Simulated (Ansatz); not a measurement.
**Is this Si₂W structure a true minimum?**

The cell was found from a structure generator's guess, not taken from experiment.

All numbers below come from Ansatz, DFT PBE, scalar-relativistic, plane waves, PAW. Plane waves to 420 eV, a k mesh through Γ of 18×18×8 on the computed 3-atom cell and Gaussian smearing (0.10 eV); no spin polarisation.

The cell below (3 atoms, space group P-3m1 (No. 164)) is relaxed within its symmetry.

```cif
data_structure
_symmetry_space_group_name_H-M 'P 1'
_symmetry_Int_Tables_number 1
_cell_length_a 2.9524
_cell_length_b 2.9524
_cell_length_c 5.8535
_cell_angle_alpha 90.000
_cell_angle_beta 90.000
_cell_angle_gamma 120.000
_cell_volume 44.19
loop_
_atom_site_label
_atom_site_type_symbol
_atom_site_fract_x
_atom_site_fract_y
_atom_site_fract_z
_atom_site_occupancy
Si1 Si 0.66667 0.33333 0.66964 1
Si2 Si 0.33333 0.66667 0.33036 1
W1 W 0.00000 0.00000 0.00000 1
```

For the test a repeat of it with 6 atoms (edges 2.95, 5.11, 5.85 Å) was strained at random (σ = 1.5 % a component), the atoms were moved at random (σ = 0.10 Å), and all was relaxed again on a coarse 8×4×4 mesh (in the run’s order of axes) with 0.20 eV smearing, with no symmetry imposed.

Spin–orbit coupling, which can matter for W, is left out.

**Question.** What happens?

**Answer.** It returns, within 1 meV/atom of the unmoved cell on that mesh and with the same symmetry when read at 0.1 Å (P-1 at 0.01 Å, so small strains and shifts remain). No instability shows in this cell; modes of other wave vectors, which need another repeat, aren't tested.
